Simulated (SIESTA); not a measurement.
Crystal: Si2W.

```
W Si
1.0
    -1.60690    1.60690    3.91495
     1.60690   -1.60690    3.91495
     1.60690    1.60690   -3.91495
W Si
1 2
Direct
  0.00000 0.00000 0.00000
  0.66530 0.66530 0.00000
  0.33470 0.33470 0.00000
```

Base run:

```yaml
Program: SIESTA 5.4.2
Functional: PBEsol
Potentials_or_basis: PseudoDojo 0.4 standard (PBEsol files)
Basis: DZP (energy shift 0.003 Ry; two zetas on semicore shells)
Grid_cutoff: 800 Ry
Energy_shift: 0.003 Ry
k_mesh: 12 × 12 × 12
Occupations: fermi-dirac, width 0.05 eV
Spin: no spin polarisation
```

Its results: band gap on the k mesh none (metal or under the smearing width); pressure -0.7 GPa; largest force 0.113 eV/Å.

**Question.** The run is repeated on the same cell with these changes: functional from PBEsol to PBE; potentials or basis from PseudoDojo 0.4 standard (PBEsol files) to PseudoDojo 0.4 standard (PBE files). What comes out?

**Answer.** Band gap on the k mesh none (metal or under the smearing width); pressure 4.6 GPa; largest force 0.160 eV/Å.

Caveats: short orbitals over semicore shells can move pressures by several GPa; the basis of atomic orbitals isn't converged, which shifts pressures, moduli and gaps; spin-orbit coupling is left out, which moves the levels of the heavy elements (some runs).
